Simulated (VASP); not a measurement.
# GaN (Fm-3m) in VASP: settings compared, part 2 of 2

VASP 6.6.1.

## Step 3: Relaxation of cell and atoms, PBE

The input, INCAR:

```
SYSTEM = GaN
PREC     = Accurate       ! precision mode
ENCUT    = 600            ! plane-wave cutoff, eV
EDIFF    = 1E-7           ! SCF threshold, eV
ISMEAR   = 0              ! smearing method
SIGMA    = 0.02           ! smearing width, eV
LREAL    = .False.        ! projectors in reciprocal space
LASPH    = .True.         ! aspherical terms in the spheres
NELM     = 80             ! most SCF steps
ALGO     = Normal         ! electronic algorithm
ISIF     = 3              ! what is computed and relaxed
LWAVE    = .False.        ! write WAVECAR
LCHARG   = .False.        ! write CHGCAR
GGA      = PE             ! functional
IBRION   = 2              ! ionic algorithm
NSW      = 90             ! ionic steps
EDIFFG   = -0.005         ! ionic threshold
```

The input, KPOINTS:

```
regular mesh
0
Gamma
  14 14 14
  0 0 0
```

The input, POSCAR:

```
GaN
1.0
    0.0000000000      2.1352350000      2.1352350000
    2.1352350000      0.0000000000      2.1352350000
    2.1352350000      2.1352350000      0.0000000000
Ga N
1 1
Direct
    0.0000000000      0.0000000000      0.0000000000
    0.5000000000      0.5000000000      0.5000000000
```

Potentials or basis: VASP PAW PBE potentials, release 64 (Ga_d, N).

On the command line:

```console
$ cat potpaw_PBE.64/Ga_d/POTCAR potpaw_PBE.64/N/POTCAR > POTCAR
$ mpirun -np 1 vasp_std > vasp.out
```

OUTCAR:

```text
SYSTEM = GaN
   PREC = Accurate
   ENCUT = 600
   EDIFF = 1E-7
   ISMEAR = 0
   LREAL = .False.
   LASPH = .True.
   NELM = 80
   ISIF = 3
   GGA = PE
   IBRION = 2
   NSW = 90
   EDIFFG = -0.005

 ion  position               nearest neighbor table
   1  0.000  0.000  0.000-   2 2.14   2 2.14   2 2.14   2 2.14   2 2.14   2 2.14
   2  0.500  0.500  0.500-   1 2.14   1 2.14   1 2.14   1 2.14   1 2.14   1 2.14

  LATTYP: Found a face centered cubic cell.
 ALAT       =     4.2704700000

  Lattice vectors:

 A1 = (   0.0000000000,   2.1352350000,   2.1352350000)
 A2 = (   2.1352350000,   0.0000000000,   2.1352350000)
 A3 = (   2.1352350000,   2.1352350000,   0.0000000000)

Analysis of symmetry for initial positions (statically):
=====================================================================
 Subroutine PRICEL returns:
 Original cell was already a primitive cell.

 Routine SETGRP: Setting up the symmetry group for a
 face centered cubic supercell.

 Subroutine GETGRP returns: Found 48 space group operations
 (whereof 48 operations were pure point group operations)
 out of a pool of 48 trial point group operations.

The static configuration has the point symmetry O_h .

Analysis of symmetry for dynamics (positions and initial velocities):
=====================================================================
 Subroutine PRICEL returns:
 Original cell was already a primitive cell.

 Routine SETGRP: Setting up the symmetry group for a
 face centered cubic supercell.

 Subroutine GETGRP returns: Found 48 space group operations
 (whereof 48 operations were pure point group operations)
 out of a pool of 48 trial point group operations.

The dynamic configuration has the point symmetry O_h .

 Subroutine INISYM returns: Found 48 space group operations
 (whereof 48 operations are pure point group operations),
 and found     1 'primitive' translations

----------------------------------------------------------------------------------------

                                     Primitive cell

  volume of cell :      19.4700

  direct lattice vectors                    reciprocal lattice vectors
     0.000000000  2.135235000  2.135235000    -0.234166263  0.234166263  0.234166263
     2.135235000  0.000000000  2.135235000     0.234166263 -0.234166263  0.234166263
     2.135235000  2.135235000  0.000000000     0.234166263  0.234166263 -0.234166263

  length of vectors
     3.019678296  3.019678296  3.019678296     0.405587864  0.405587864  0.405587864

  position of ions in fractional coordinates (direct lattice)
     0.000000000  0.000000000  0.000000000
     0.500000000  0.500000000  0.500000000

  ion indices of the primitive-cell ions
   primitive index   ion index
                 1           1
                 2           2

----------------------------------------------------------------------------------------

 KPOINTS: regular mesh

Automatic generation of k-mesh.
 Grid dimensions read from file:
 generate k-points for:   14   14   14

 Generating k-lattice:

  Cartesian coordinates                     Fractional coordinates (reciprocal lattice)
    -0.016726162  0.016726162  0.016726162     0.071428571  0.000000000  0.000000000
[... 54 lines left out ...]
   LNONCOLLINEAR =      F non collinear calculations
   LSORBIT =      F    spin-orbit coupling
   LASPH  =      T    aspherical Exc in radial PAW
   ENCUT  =  600.0 eV  44.10 Ry    6.64 a.u.   6.03  6.03  6.03*2*pi/ulx,y,z
   NELM   =     80;   NELMIN=  2; NELMDL= -5     # of ELM steps
   EDIFF  = 0.1E-06   stopping-criterion for ELM
   LREAL  =      F    real-space projection
   EDIFFG = -.5E-02   stopping-criterion for IOM
   NSW    =     90    number of steps for IOM
   IBRION =      2    ionic relax: 0-MD 1-quasi-New 2-CG
   NFREE  =      1    steps in history (QN), initial steepest desc. (CG)
   ISIF   =      3    stress and relaxation
   ISYM   =      2    0-nonsym 1-usesym 2-fastsym
   POTIM  = 0.5000    time-step for ionic-motion
   TEBEG  =    0.0;   TEEND  =   0.0 temperature during run
   PSTRESS=    0.0 pullay stress
   NELECT =      18.0000    total number of electrons
   NUPDOWN=      -1.0000    fix difference up-down
   EMIN   =  10.00;   EMAX   =-10.00  energy-range for DOS
   EFERMI =   0.00;   METHOD = LEGACY
   ISMEAR =     0;   SIGMA  =   0.02  broadening in eV -4-tet -1-fermi 0-gaus
   EFERMI_NEDOS =   21; number of points for ismear=-14 and -15
   IALGO  =     38    algorithm
   IMIX   =      4    mixing-type and parameters
     AMIX     =   0.40;   BMIX     =  1.00
     AMIX_MAG =   1.60;   BMIX_MAG =  1.00
  volume/ion in A,a.u.               =       9.74        65.70
  Fermi-wavevector in a.u.,A,eV,Ry     =   1.594814  3.013761 34.605481  2.543431
  Thomas-Fermi vector in A             =   2.692830
   LORBIT       =      0    0 simple, 1 ext, 2 COOP (PROOUT), +10 PAW based schemes
   GGA     = PE    functional components
   LHFCALC =     F    Hartree Fock is set to
   AEXX    =    0.0000 exact exchange contribution
   IVDW    =     0    specifies the selected vdW correction
   LEPSILON=     F    determine dielectric tensor
   LRPA    =     F    only Hartree local field effects (RPA)
 conjugate gradient relaxation of ions
 non-spin polarized calculation
 Gauss-broadening in eV      SIGMA  =   0.02
  energy-cutoff  :      600.00
  volume of cell :       19.47
 maximum number of plane-waves:       663
   NGX = 13   NGY = 13   NGZ = 13

--------------------------------------- Ionic step        1  -------------------------------------------

 number of electron      18.0000005 magnetization

 Free energy of the ion-electron system (eV)
  ---------------------------------------------------
  ext. energy  EPLUGINS =         0.00000000
  ---------------------------------------------------
  free energy    TOTEN  =       -11.20851917 eV

  energy without entropy =      -11.20851917  energy(sigma->0) =      -11.20851917

------------------------ aborting loop because EDIFF is reached ----------------------------------------

  FORCE on cell =-STRESS in cart. coord.  units (eV):
  Direction    XX          YY          ZZ          XY          YZ          ZX
  --------------------------------------------------------------------------------------
  -------------------------------------------------------------------------------------
  Total        0.0274495      0.0274495      0.0274495     -0.0000000     -0.0000000      0.0000000
  in kB        2.2587972      2.2587972      2.2587972     -0.0000000     -0.0000000      0.0000000
  external PRESSURE =       2.2587972 kB  Pullay stress =       0.0000000 kB
[... 59 lines left out ...]
--------------------------------------- Ionic step        3  -------------------------------------------

 number of electron      18.0000005 magnetization

 Free energy of the ion-electron system (eV)
  ---------------------------------------------------
  ext. energy  EPLUGINS =         0.00000000
  ---------------------------------------------------
  free energy    TOTEN  =       -11.20853617 eV

  energy without entropy =      -11.20853617  energy(sigma->0) =      -11.20853617

 E-fermi :   7.6783     XC(G=0): -12.8977

 val. band max:        7.5043504879   @ k =  -0.2143   0.1429   0.0000
 cond. band min:       7.8934442793   @ k =   0.5000   0.5000   0.0000
 fundamental gap:      0.3890937914
 Fermi energy:         7.6783151852

 k-point     1 :       0.0000    0.0000    0.0000
  band No.  band energies     occupation
      1      -9.4849      2.00000
      2      -6.5011      2.00000
      3      -6.5011      2.00000
      4      -6.5011      2.00000
      5      -6.4144      2.00000
      6      -6.4144      2.00000
      7       7.0242      2.00000
      8       7.0242      2.00000
      9       7.0242      2.00000
     10       9.3754      0.00000
     11      22.0386      0.00000
     12      22.0386      0.00000
     13      22.0386      0.00000
[... 354 lines left out ...]
  band No.  band energies     occupation
      1      -8.2869      2.00000
      2      -6.5585      2.00000
      3      -6.5010      2.00000
      4      -6.4740      2.00000
      5      -6.3472      2.00000
      6      -6.3343      2.00000
      7       3.1002      2.00000
      8       6.2771      2.00000
      9       6.5171      2.00000
     10      12.6452      0.00000
     11      15.9270      0.00000
     12      17.5374      0.00000
     13      19.6121      0.00000

 [... further k-points ...]

------------------------ aborting loop because EDIFF is reached ----------------------------------------

  FORCE on cell =-STRESS in cart. coord.  units (eV):
  Direction    XX          YY          ZZ          XY          YZ          ZX
  --------------------------------------------------------------------------------------
  -------------------------------------------------------------------------------------
  Total        0.0026442      0.0026442      0.0026442      0.0000000      0.0000000      0.0000000
  in kB        0.2173232      0.2173232      0.2173232      0.0000000      0.0000000      0.0000000
  external PRESSURE =       0.2173232 kB  Pullay stress =       0.0000000 kB
[... 17 lines left out ...]
  FREE ENERGIE OF THE ION-ELECTRON SYSTEM (eV)
  ---------------------------------------------------
  free  energy   TOTEN  =       -11.2085361744 eV

  energy  without entropy=      -11.2085361744  energy(sigma->0) =      -11.20853617

 reached required accuracy - stopping structural energy minimisation
```

It took 17 s on 1 thread of Intel Xeon 6975P-C (Granite Rapids), shared host; peak memory 0.16 GiB.

What came out:

| Item | Value |
| --- | --- |
| Free energy | -11.2085 eV |
| Relaxed volume | 9.75 Å³/atom |
| Relaxed cell | a = 3.021 Å, b = 3.021 Å, c = 3.021 Å, α = 60.00°, β = 60.00°, γ = 60.00° |
| Space group after relaxing (to 0.05 Å) | Fm-3m (No. 225) |
| Energy gained by relaxing | 0.0 meV/atom |
| Ionic steps | 3 |
| Pressure after relaxing | 0.0 GPa |
| Band gap on the k mesh | 0.39 eV, indirect (least direct gap 2.35 eV) |

Final structure:
```yaml
crystal:
  lattice:
    - [0.00000, 2.13610, 2.13610]
    - [2.13610, 0.00000, 2.13610]
    - [2.13610, 2.13610, 0.00000]
  atoms:
    - { symbol: Ga, position: [0.00000, 0.00000, 0.00000] }
    - { symbol: N, position: [0.50000, 0.50000, 0.50000] }
```

## Step 4: Relaxation of cell and atoms, PBE+D3(BJ)

Changes to INCAR since step 3:

```diff
@@ -14,2 +14,3 @@
 GGA      = PE             ! functional
+IVDW     = 12             ! dispersion correction
 IBRION   = 2              ! ionic algorithm
```

KPOINTS is that of step 3.

POSCAR is that of step 3.

On the command line:

```console
$ cat potpaw_PBE.64/Ga_d/POTCAR potpaw_PBE.64/N/POTCAR > POTCAR
$ mpirun -np 1 vasp_std > vasp.out
```

Wall time 20 s (1 thread of Intel Xeon 6975P-C (Granite Rapids), shared host); peak memory 0.18 GiB.

Results (log left out):

```
Free energy                            : -11.8110 eV
Relaxed volume                         : 9.51 Å³/atom
Relaxed cell                           : a = 2.997 Å, b = 2.997 Å, c = 2.997 Å, α = 60.00°, β = 60.00°, γ = 60.00°
Space group after relaxing (to 0.05 Å) : Fm-3m (No. 225)
Energy gained by relaxing              : 3.4 meV/atom
Ionic steps                            : 3
Pressure after relaxing                : 0.0 GPa
Band gap on the k mesh                 : 0.54 eV, indirect (least direct gap 2.65 eV)
Dispersion energy per atom             : -0.305 eV
```

Step by step:
```
step  energy change (eV)  largest force (eV/Å)  pressure (GPa)  volume (Å³)
   1              0.0000                0.0000           -4.87        19.47
   2             -0.0015                0.0000            4.67        18.65
   3             -0.0069                0.0000            0.00        19.03
```

Final structure:
```cif
data_structure
_symmetry_space_group_name_H-M 'P 1'
_symmetry_Int_Tables_number 1
_cell_length_a 2.9966
_cell_length_b 2.9966
_cell_length_c 2.9966
_cell_angle_alpha 60.000
_cell_angle_beta 60.000
_cell_angle_gamma 60.000
_cell_volume 19.03
loop_
_atom_site_label
_atom_site_type_symbol
_atom_site_fract_x
_atom_site_fract_y
_atom_site_fract_z
_atom_site_occupancy
Ga1 Ga 0.00000 0.00000 0.00000 1
N1 N 0.50000 0.50000 0.50000 1
```

Levels at points of the mesh, in eV from the valence-band top:
```tsv
k point	band 5	band 6	band 7	band 8	band 9	band 10	band 11	band 12	band 13
(0.00, 0.00, 0.00)	-13.90	-13.90	-0.51	-0.51	-0.51	2.14	14.67	14.67	14.67
(0.50, 0.00, 0.00)	-13.77	-13.77	-8.21	-0.17	-0.17	4.66	9.05	9.05	9.30
(0.50, 0.50, 0.00)	-13.72	-11.01	-7.06	-3.01	-3.01	0.54	7.82	11.84	14.40
```

## Step 5: Summary

```csv
level,potentials or basis,gap on the mesh (eV),pressure (GPa),relaxed volume (Å³/atom)
LDA,"VASP PAW LDA potentials, release 64 (Ga_d, N)",0.59,0.0,9.18
PBE,"VASP PAW PBE potentials, release 64 (Ga_d, N)",0.39,0.0,9.75
PBE+D3(BJ),"VASP PAW PBE potentials, release 64 (Ga_d, N)",0.54,0.0,9.51
```

Alike in all rows: task relaxation of cell and atoms; no spin polarisation; cell relaxed; k mesh 14 × 14 × 14; cutoff (eV) 600; smearing gaussian 0.02 eV.

Total energies depend on the potentials used, so only differences within one code and one set of settings carry meaning.
